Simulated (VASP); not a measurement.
Crystal: BaTiO3.

```xyz
5
Lattice="3.9855 0.0000 0.0000 0.0000 2.8369 2.8451 0.0000 -2.8369 2.8451" Properties=species:S:1:pos:R:3 pbc="T T T"
Ba    0.0000    0.0000    0.0000
Ti    1.9928    0.0000    2.9157
O     0.0000    0.0000    2.7735
O     1.9928   -1.3804    4.2594
O     1.9928    1.3804    4.2594
```

- Program: VASP 6.6.1
- Task: relaxation of cell and atoms
- Functional: r2SCAN
- Potentials or basis: VASP PAW PBE potentials, release 64 (Ba_sv, Ti_sv, O)
- Cutoff: 520 eV
- k mesh: 8 × 8 × 8
- Occupations: gaussian, width 0.02 eV
- Spin: no spin polarisation

At the start: pressure 1.0 GPa; volume 12.87 Å³/atom.

Task: Where does the relaxation end?

Result: Over 31 steps the energy falls by 7.1 meV/atom and the volume is 13.14 Å³/atom (+2.1 %); space group Amm2 (No. 38, to 0.05 Å).

The path:
```tsv
step	energy change (eV)	largest force (eV/Å)	pressure (GPa)	volume (Å³)
1	0.0000	0.2720	1.01	64.34
2	-0.0123	0.2396	-0.74	65.09
3	-0.0144	0.2630	-1.72	65.53
4	-0.0219	0.2411	-1.09	65.42
5	-0.0287	0.1359	0.24	65.19
6	-0.0287	0.1230	0.36	65.17
7	-0.0310	0.1168	0.27	65.27
8	-0.0334	0.1166	0.12	65.50
9	-0.0340	0.0881	-0.05	65.57
10	-0.0346	0.0751	-0.54	65.78
11	-0.0349	0.0646	-0.40	65.74
12	-0.0352	0.0472	-0.16	65.68
13	-0.0352	0.0387	-0.05	65.65
14	-0.0353	0.0307	-0.02	65.64
15	-0.0354	0.0137	0.05	65.63
16	-0.0353	0.0252	0.18	65.60
17	-0.0354	0.0074	0.09	65.62
18	-0.0354	0.0080	0.02	65.65
19	-0.0354	0.0171	-0.08	65.69
20	-0.0354	0.0124	-0.03	65.67
21	-0.0354	0.0102	-0.02	65.67
22	-0.0354	0.0076	0.00	65.68
23	-0.0354	0.0080	0.02	65.68
24	-0.0354	0.0074	0.01	65.68
25	-0.0354	0.0060	0.00	65.69
26	-0.0354	0.0029	-0.03	65.71
27	-0.0354	0.0042	0.02	65.70
28	-0.0354	0.0027	0.01	65.70
29	-0.0354	0.0025	0.00	65.70
30	-0.0354	0.0020	0.00	65.70
31	-0.0354	0.0012	0.00	65.70
```

Final structure:
```
Ba Ti O
1.0
     3.97978    0.00000    0.00000
     0.00000    2.86587    2.88026
     0.00000   -2.86587    2.88026
Ba Ti O
1 1 3
Cartesian
  0.0000 0.0000 0.0427
  1.9899 0.0000 3.0117
  0.0000 0.0000 2.8302
  1.9899 -1.3943 4.2494
  1.9899 1.3943 4.2494
```

Caveat: the PAW data sets were made with another functional, which shifts forces and pressure a little.
